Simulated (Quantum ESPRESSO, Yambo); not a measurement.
An input for Yambo 5.3.0 (PbS (Galena)):

```
HF_and_locXC
gw0
dyson
ppa
em1d
rim_cut
RandQpts= 1000000
RandGvec= 1 RL
EXXRLvcs= 76 Ry
VXCRLvcs= 304 Ry
Chimod= "HARTREE"
% BndsRnXp
 1 | 141 |
%
NGsBlkXp= 13 Ry
% LongDrXp
 1 | 0 | 0 |
%
% GbndRnge
 1 | 141 |
%
DysSolver= "n"
ExtendOut
PPAPntXp= 27.21138 eV
% QPkrange
 3 | 3 | 13 | 16 |
 1 | 1 | 13 | 16 |
%
```

The database entry behind the starting cell differs from later determinations by our own check (about 0.1 % short), so it need not match the best structure at ambient conditions.

```sh
OMP_NUM_THREADS=1 mpirun -n 4 yambo -F gw4.in -J gw4 -C gw4 > gw4.log
```

The stored states that it reads are on a 4×4×4 mesh. Symmetry: Fm-3m, No. 225, cubic system. Conventional cell: a = 5.931 Å, b = 5.931 Å, c = 5.931 Å, α = 90.00°, β = 90.00°, γ = 90.00°. Nearest to Pb lie 6 S at 2.97 Å. Nearest to S lie 6 Pb at 2.97 Å. Farther neighbours and most contacts between anions are not listed.

**Question.** Estimate wall time and host memory on 4 MPI ranks of Arm Neoverse V1, shared host.

It took 2.4 min; on shared hardware allow 73 s to 4.9 min. Peak host memory was 1.6 GiB.

The screening grows as filled bands × empty bands × pairs of k points, times the square of the screening basis for the matrix.

[Paths, hosts, dates, memory and timing lines, banners, echoed tables and standing remarks are left out of the program output.]

[Logs are printed without paths, hosts, clocks, repeated set-up lines and the standing remarks that a program may print on its own settings, such as how far it seeks lower states.]

[Runs of the session that timed out or met a known fault of the program may be left out.]

[Hosts, paths, dates, database ids (printed as entryN), source tags and the programs' standing remarks are cut or masked in the printed files.]
